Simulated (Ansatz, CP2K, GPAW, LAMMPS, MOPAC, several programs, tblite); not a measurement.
# What each method gives for Se (R-3)

Se (R-3) from a database structure, relaxed with r2SCAN+rVV10 in Ansatz, was computed with several methods. It is trigonal, R-3 (No. 148); conventional cell a = 11.249 Å, c = 4.466 Å, 27.19 Å³ an atom. Se is surrounded by 2 Se at 2.37 Å. The values are computed, spin-unpolarised, and not measurements.

```yaml
crystal:
  lattice:
    - [5.62475, 3.24745, 1.48853]
    - [-5.62475, 3.24745, 1.48853]
    - [0.00000, -6.49490, 1.48853]
  atoms:
    - { symbol: Se, position: [0.83930, 0.71504, 0.08414] }
    - { symbol: Se, position: [0.71504, 0.08414, 0.83930] }
    - { symbol: Se, position: [0.08414, 0.83930, 0.71504] }
    - { symbol: Se, position: [0.16070, 0.28496, 0.91586] }
    - { symbol: Se, position: [0.28496, 0.91586, 0.16070] }
    - { symbol: Se, position: [0.91586, 0.16070, 0.28496] }
```

Gaps and times are for a single point on this cell; volume and bulk modulus come from each method's own relaxation or energy curve at fixed shape, which is too stiff where a cell has free coordinates or axes. Times are rough, from shared hosts (Arm Neoverse V2), and each method has its own mesh and cell size. A double dagger marks a value from a curve with shape and coordinates held. A star marks a curve whose lowest point is an end point. PM6 (MOPAC), PM7 (MOPAC), GFN1-xTB (tblite), GFN2-xTB (tblite) treat a cluster of cells at its zone centre, which samples few k points: where these miss a band edge, the gap comes out too large for that reason alone. Gaps from k meshes are read at a limited set of points (mesh, symmetry points, PBE's band edges), so each method's own least gap may be somewhat smaller. Force fields have no electrons; where one was fitted to this phase, its volume and modulus reflect the fit. xTB and the PM methods were fitted mostly to molecules, and can miss a solid's gap by electronvolts. Minimal bases can be far off for gaps. Curves at held shape can't give the bulk modulus of a layered or molecular crystal, so none is listed. GLLB-SC's gap includes the derivative discontinuity. d marks a direct gap, i an indirect one (no mark: not told apart), a dash a value that wasn't computed or didn't pass its checks.

| method | kind | gap (eV) | own volume (Å³/atom) | bulk modulus (GPa) | atoms computed | processor time |
| --- | --- | --- | --- | --- | --- | --- |
| CdTeZnSeHgS0.sw (LAMMPS) | force field | – | – | – | 6 | 0.12 s |
| CdTeSe.bop.table (LAMMPS) | force field | – | – | – | 6 | 0.14 s |
| GFN1-xTB (tblite) | tight binding | 2.11 | 24.87‡ | – | 36 | 0.98 s |
| PM6 (MOPAC) | semi-empirical | 4.70 | – | – | 36 | 1.2 s |
| PM7 (MOPAC) | semi-empirical | 4.33 | 30.32*‡ | – | 36 | 1.4 s |
| GFN2-xTB (tblite) | tight binding | 2.25 | – | – | 36 | 2.1 s |
| light PBE (260 eV, its own mesh) | light plane-wave | 1.15 i | – | – | 6 | 2.2 s |
| PBE/SZV (CP2K) | small basis | 1.20 i | – | – | 6 | 9.2 s |
| PBE/DZVP (CP2K) | small basis | 1.11 i | 28.81‡ | – | 6 | 17 s |
| PBE | semilocal | 1.16 i | – | – | 6 | 24 s |
| r2SCAN | semilocal | 1.44 i | – | – | 6 | 53 s |
| GLLB-SC (GPAW) | model potential | 2.11 | – | – | 6 | 72 s |

Against r2SCAN (1.44 eV) the nearest gap at the points sampled is that of PBE/SZV (CP2K) (-0.24 eV) and the farthest that of PM6 (MOPAC) (+3.26 eV). r2SCAN is only a yardstick of convenience: semilocal gaps usually lie below measured ones, which GLLB-SC and hybrids aim to mend.

Runs without a result: CdTeSe.bop.table (LAMMPS) (relaxation), CdTeZnSeHgS0.sw (LAMMPS) (relaxation).

Relaxed on its own, the cell leaves this structure with CdTeZnSeHgS0.sw (LAMMPS), so no volume is listed.

The runs are scalar-relativistic, without spin-orbit coupling.
